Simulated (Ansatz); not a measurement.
## 4 guesses for SnO₂ and where they end

These are results of DFT PBE, scalar-relativistic, plane waves, PAW (Ansatz 0.2.0), not measurements. Settings: cutoff 420 eV, Γ-centred meshes spaced at most about 0.3 Å⁻¹, and about 0.25 Å⁻¹ or finer for metals (2π included), Gaussian smearing. No spin polarisation in the final relaxations.

Each guess was relaxed in cell and atoms at zero pressure, within the symmetry of its start. These are static total energies at zero pressure. Coordination counts O atoms around Sn (those within 1.25 times the shortest such distance or 1.15 times the sum of covalent radii, 1.27 where that leaves under three).

```csv
guess,made from,start group,V start (Å³/atom),end group,V end (Å³/atom),coordination at the end,gap on mesh (eV),E over the lowest end (meV/atom)
1,random cell,P-3m1,16.7,P-3m1 (cadmium iodide),16.5,Sn 6,2.30,153
2,random cell,P4/mmm,15.7,?,?,?,?,?
3,a measured cell (COD),P4_2/mnm,11.9,P4_2/mnm (rutile),12.6,Sn 6,0.68,0
4,a Materials Project cell,Pbcn,11.9,Pbcn,12.3,Sn 6,1.00,18
```

Guess 2 as it starts:

```cif
data_structure
_symmetry_space_group_name_H-M 'P 1'
_symmetry_Int_Tables_number 1
_cell_length_a 3.2873
_cell_length_b 3.2873
_cell_length_c 4.3556
_cell_angle_alpha 90.000
_cell_angle_beta 90.000
_cell_angle_gamma 90.000
_cell_volume 47.07
loop_
_atom_site_label
_atom_site_type_symbol
_atom_site_fract_x
_atom_site_fract_y
_atom_site_fract_z
_atom_site_occupancy
Sn1 Sn 0.00000 0.00000 0.50000 1
O1 O 0.50000 0.00000 0.00000 1
O2 O 0.00000 0.50000 0.00000 1
```

Q: Fill in the missing row: what does this guess relax into, and where does it rank?

A: It ends in space group P4/mmm (No. 123), with a = 3.562 Å, c = 2.854 Å, 12.1 Å³/atom and no gap. It lies 0.93 eV/atom over the lowest end, above guess 1 and so the highest of the set. Counting O atoms around Sn, this end has Sn 8 and the lowest (guess 3) has Sn 6.

```yaml
crystal:
  lattice:
    - [3.56233, 0.00000, 0.00000]
    - [0.00000, 3.56233, 0.00000]
    - [0.00000, 0.00000, 2.85401]
  atoms:
    - { symbol: Sn, position: [0.00000, 0.00000, 0.50000] }
    - { symbol: O, position: [0.50000, 0.00000, 0.00000] }
    - { symbol: O, position: [0.00000, 0.50000, 0.00000] }
```

The zero of energy is the elements' standard structures at the same level (O₂ as a molecule); no fitted shifts are applied. The references include grey tin.

Q: Is the lowest end bound against the elements?

A: Yes: its formation energy is −1.612 eV/atom. It lies below the elements, which doesn't yet make it stable against other compounds or structures.

No dispersion correction is applied, so the spacing and binding between layers, chains or molecules are poorly described (P-3m1), and this can change margins and order among such cells. Kohn–Sham gaps at this level usually fall short of measured ones. Cells relaxed within their symmetry can be saddle points. Some candidate types were left out of the draw beforehand, so a known form may be missing.

Rutile comes out lowest, in keeping with cassiterite as the ordinary form of SnO₂. The Pbcn end lies only 18 meV/atom higher and is slightly denser, so compression should favour it over rutile, in line with the known high-pressure chemistry.

Coordination number alone doesn't set the order, since three ends share sixfold Sn but differ in how their octahedra link. The layered end has the widest gap, probably because the conduction-band minimum is largely Sn 5s with O antibonding character, and separating the layers reduces the overlap that broadens this band.

In the P4/mmm end, eightfold coordination comes at the cost of face-sharing SnO₈ prisms, with Sn⁴⁺ ions facing each other along the short c axis and oxygens crowded together. The resulting repulsion plausibly explains the high energy, and band broadening the lost gap. Symmetry fixes every atomic position there, leaving only the cell lengths free, so the result doesn't count against eightfold Sn in other arrangements, such as fluorite-type ones under pressure.
